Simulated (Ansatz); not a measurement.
Crystal: Sn.

```
Sn
1.0
    -1.89465    1.89465    1.89465
     1.89465   -1.89465    1.89465
     1.89465    1.89465   -1.89465
Sn
1
Direct
  0.00000 0.00000 0.00000
```

This isn't the form of Sn at room conditions, which is tetragonal (white tin).

| Property | Result |
| --- | --- |
| Program | Ansatz 0.2.0 |
| Task | single point |
| Functional | PBE |
| Potentials or basis | Ansatz PAW |
| Cutoff | 420 eV (not typed: the program's choice for these potentials) |
| k mesh | 10 × 10 × 10 |
| Occupations | fermi-dirac, width 0.05 eV |
| Spin | no spin polarisation |

On this cell: pressure 0.6 GPa; band gap on the k mesh none (metal or under the smearing width).

The same run follows on a disturbed copy (cell strained at random at fixed volume):

```xyz
1
Lattice="-1.8779 1.8984 1.9102 1.8946 -1.8698 1.8983 1.8874 1.8793 -1.8817" Properties=species:S:1:pos:R:3 pbc="T T T"
Sn   -0.0122    0.0003    0.0364
```

Q: What changes?

A: The energy (extrapolated to zero smearing) moves by -0.7 meV/atom; pressure 0.6 GPa; band gap on the k mesh none (metal or under the smearing width).

Stress tensor (GPa, compression positive):
```
0.50 0.16 0.16
0.16 0.45 0.15
0.16 0.15 0.98
```
